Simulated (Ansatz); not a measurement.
**SiO2 (I-42d): a vacancy on Si**

The task here is to estimate one member of a computed series from the others.

Program: Ansatz 0.2.0. Level of theory: DFT PBEsol, scalar-relativistic, plane waves, PAW. These are calculated values, not measurements.

4 further runs of the same task are left out: 4 set aside as unsound or not needed.

**The system as given**

The cell holds 23 atoms (O16Si7): a = 7.045 Å, b = 7.045 Å, c = 7.335 Å, α = 90.00°, β = 90.00°, γ = 90.00°.

The coordinates of this cell stand in the input of its own run.

The host was relaxed before at PBEsol: a = 4.982 Å, b = 4.982 Å, c = 7.335 Å, α = 90.00°, β = 90.00°, γ = 90.00° (conventional cell), 15.171 Å³/atom.

Places, in fractions of the supercell: a vacancy on Si at (0.500, 0.000, 0.500). Its neighbours start displaced at random by about 0.03 Å.

Set-up of the first run:

Contents of input.yaml:

```yaml
crystal:
  lattice:
    - [-2.490875404, 2.490875404, 3.6677129423]
    - [2.490875404, -2.490875404, 3.6677129423]
    - [2.490875404, 2.490875404, -3.6677129423]
  atoms:
    - { symbol: Si, position: [0.0, 0.0, 0.0] }
    - { symbol: Si, position: [0.75, 0.25, 0.5] }
    - { symbol: O, position: [0.375, 0.2214284677, 0.3464284677] }
    - { symbol: O, position: [0.9714284677, 0.625, 0.8464284677] }
    - { symbol: O, position: [0.7785715323, 0.125, 0.1535715323] }
    - { symbol: O, position: [0.875, 0.0285715323, 0.6535715323] }
basis:
  ecutwfc: 420
  xc_grid: 2
kpoints:
  mp_grid: { grid: [6, 6, 6] }
  band_path: { path: [VBM, CBM], npoints: 2 }
hamiltonian:
  xc: pbesol
scf:
  occupations: { method: gaussian, width: 0.02 }
output:
  forces: true
  stress: true
  eigenvalues: true
```

Launch:

```bash
$ ansatz run input.yaml --threads 8 --pin off --max-ram 16384MiB --backend cpu --events-out ev --progress --plain --runs-dir out
```

Among the steps run: Band edges of the host over the zone; Dielectric tensors of the host, without U; The perfect crystal in the supercell of 24 atoms; Charge 0, atoms relaxed; Charge -1, atoms relaxed; More of the same log: V_Si, charge -1, atoms relaxed at the host's cell; Charge -4, atoms relaxed.

One of the session's tables, all rows but one given; the rest of the session is left out.

It belongs to the step «How the shell moved». 

```
      state  cell moment (μB)
ideal sites              0.00
   charge 0                 ?
  charge -1              3.00
  charge -4              0.00
```

**Question.** Estimate the row for charge 0.

As computed: cell moment (μB): 4.00. In the column «cell moment (μB)» it is the highest.

Caveats from the session: The program doubts the potential alignment. Warnings in the runs' records: seeded moment not kept.
